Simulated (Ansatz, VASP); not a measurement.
**Bi2Te3 (series): VASP beside Ansatz**

File INCAR:

```
PREC = Accurate ; ENCUT = 520
EDIFF = 1E-6 ; ISMEAR = 0
SIGMA = 0.01 ; LREAL = False
LASPH = True ; NELM = 100
ALGO = Normal ; ISIF = 2
LWAVE = False ; LCHARG = True
GGA = PE ; LELF = True
LVHAR = True ; NBANDS = 32
```

Contents of KPOINTS:

```
Automatic mesh
0
Gamma
  9 9 9
```

The input POSCAR:

```
Bi2Te3
1.0
    2.1930000000      1.2661291403     10.1656666667
   -2.1930000000      1.2661291403     10.1656666667
    0.0000000000     -2.5322582807     10.1656666667
Bi Te
2 3
Direct
    0.4000000000      0.4000000000      0.4000000000
    0.6000000000      0.6000000000      0.6000000000
    0.0000000000      0.0000000000      0.0000000000
    0.2095000000      0.2095000000      0.2095000000
    0.7905000000      0.7905000000      0.7905000000
```

Input for Ansatz:

```yaml
crystal:
  lattice:
    - [2.193, 1.2661291403, 10.1656666667]
    - [-2.193, 1.2661291403, 10.1656666667]
    - [0.0, -2.5322582807, 10.1656666667]
  atoms:
    - { symbol: Bi, position: [0.4, 0.4, 0.4] }
    - { symbol: Bi, position: [0.6, 0.6, 0.6] }
    - { symbol: Te, position: [0.0, 0.0, 0.0] }
    - { symbol: Te, position: [0.2095, 0.2095, 0.2095] }
    - { symbol: Te, position: [0.7905, 0.7905, 0.7905] }
basis:
  ecutwfc: 520
kpoints:
  mp_grid: { grid: [9, 9, 9] }
hamiltonian:
  xc: pbe
scf:
  occupations: { method: gaussian, width: 0.01 }
output:
  forces: true
  stress: true
  eigenvalues: true
```

Alike in both runs: task single point; functional PBE; k mesh 9 × 9 × 9; occupations gaussian, width 0.01 eV; no spin polarisation.

```csv
,VASP,Ansatz
version,VASP 6.6.1,Ansatz 0.2.0
potentials or method,"VASP PAW PBE potentials, release 64 (Bi_d, Te)","scalar-relativistic, plane waves, PAW"
plane-wave cutoff (eV),520,520
valence electrons in the cell,48,78
```

Ansatz gave:

| Item | Value |
| --- | --- |
| gap on the k mesh at the Fermi level (eV) | 0.29 |
| least direct gap on the mesh (eV) | 0.29 |
| pressure (GPa) | 1.9 |
| largest component of the traceless stress (GPa) | 0.13 |
| rms of the force components (eV/Å) | 0.023 |

Estimate VASP's values.

gap on the k mesh at the Fermi level (eV): 0.28; least direct gap on the mesh (eV): 0.28; pressure (GPa): 1.9; largest component of the traceless stress (GPa): 0.13; rms of the force components (eV/Å): 0.017.

Atom by atom the forces differ by 0.006 eV/Å (rms over components). The functional is the same, so the differences come from potentials, cutoffs and numerics. The two sets of potentials don't hold the same shells in valence.

Caveats: spin-orbit coupling is left out, which as a rule narrows the gap of such compounds by several tenths of an eV; an odd mesh through Γ misses points on the zone boundary, where band edges often lie.
